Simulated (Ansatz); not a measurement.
**NaF: properties at the relaxed cell**

The task here is to estimate one member of a computed series from the others.

Computed with Ansatz 0.2.0 (DFT PBEsol, scalar-relativistic, plane waves, PAW, unless a step's input says otherwise).

1 further run of the same task is left out (set aside as unsound or not needed).

## The system as given

The structure is cubic, space group Fm-3m (No. 225). The conventional cell has a = 4.630 Å, b = 4.630 Å, c = 4.630 Å, α = 90.00°, β = 90.00°, γ = 90.00°. Around Na (site symmetry m-3m) lie 6 F at 2.32 Å. F (site symmetry m-3m) has 6 Na at 2.32 Å in its first shell of neighbours.

Structure file:

```
Na F
1.0
     0.00000    2.31510    2.31510
     2.31510    0.00000    2.31510
     2.31510    2.31510    0.00000
Na F
1 1
Direct
  0.00000 0.00000 0.00000
  0.50000 0.50000 0.50000
```

This cell was relaxed beforehand with the same method: volume 12.41 Å³/atom, gap on the mesh 6.19 eV.

Set-up of the first run:

The input, input.yaml:

```yaml
crystal:
  lattice:
    - [0.0, 2.315100894, 2.315100894]
    - [2.315100894, 0.0, 2.315100894]
    - [2.315100894, 2.315100894, 0.0]
  atoms:
    - { symbol: Na, position: [0.0, 0.0, 0.0] }
    - { symbol: F, position: [0.5, 0.5, 0.5] }
basis:
  ecutwfc: 420
kpoints:
  mp_grid: { grid: [8, 8, 8] }
  band_path:
    path:
      - [[0.0, 0.0, 0.0], [0.5, 0.0, 0.5], [0.625, 0.25, 0.625]]
      - [[0.375, 0.375, 0.75], [0.0, 0.0, 0.0], [0.5, 0.5, 0.5], [0.5, 0.25, 0.75], [0.5, 0.0, 0.5]]
    npoints: 14
hamiltonian:
  xc: pbesol
scf:
  occupations: { method: gaussian, width: 0.02 }
  n_extra_bands: 6
output:
  forces: true
  stress: true
  eigenvalues: true
  populations: true
  dos: { projected: true, de: 0.02, nscf_kmesh: { grid: [12, 12, 12] } }
  bader: true
  write_density: true
  write_potential: true
  elf: true
  volumetric_format: npy
```

On the command line:

```console
$ ansatz run input.yaml --threads 1 --pin off --max-ram 2560MiB --backend cpu --events-out ev --progress --plain --runs-dir out
```

Steps of the session up to this table: Static run: bands, density of states and charges; Seeking the band edges over the whole zone; Eigenvalues a small step from each edge; The cell as listed, for comparison; Dielectric function, independent particles; Point at V/V0 = 0.97; The cell scaled to 1.03 of its volume; Point at V/V0 = 0.94; Point at V/V0 = 1.06; Point at V/V0 = 0.91; The cell scaled to 1.10 of its volume; The cell scaled to 0.88 of its volume.

One of the session's tables, all rows but one given; the rest of the session is left out.

It belongs to the step «Equation of state». 

```
volume (Å³/atom)  energy above the lowest point (meV/atom)  pressure (GPa)  gap on the mesh (eV)
          10.919                                      34.0            8.28                  6.92
          11.291                                      17.9            5.64                  6.72
          11.664                                       7.4            3.42                  6.53
          12.036                                       1.8            1.54                  6.36
          12.408                                       0.0           -0.04                  6.19
          12.780                                       1.7           -1.37                  6.04
          13.153                                         ?               ?                     ?
          13.649                                      16.0           -3.74                  5.73
```

Q: Estimate the row for volume (Å³/atom) = 13.153 from the others.

Worked estimate for «energy above the lowest point (meV/atom)». A straight line through the neighbours (12.780, 1.7) and (13.649, 16.0) gives 1.7 + (16.0 − 1.7) × (13.153 − 12.780) / (13.649 − 12.780) = 7.8; a parabola fitted to 3 rows on both sides gives 6.1.

**Answer.** energy above the lowest point (meV/atom): 6.2; pressure (GPa): -2.50; gap on the mesh (eV): 5.90. In «energy above the lowest point (meV/atom)» the line misses by +1.6 and the parabola by -0.1.
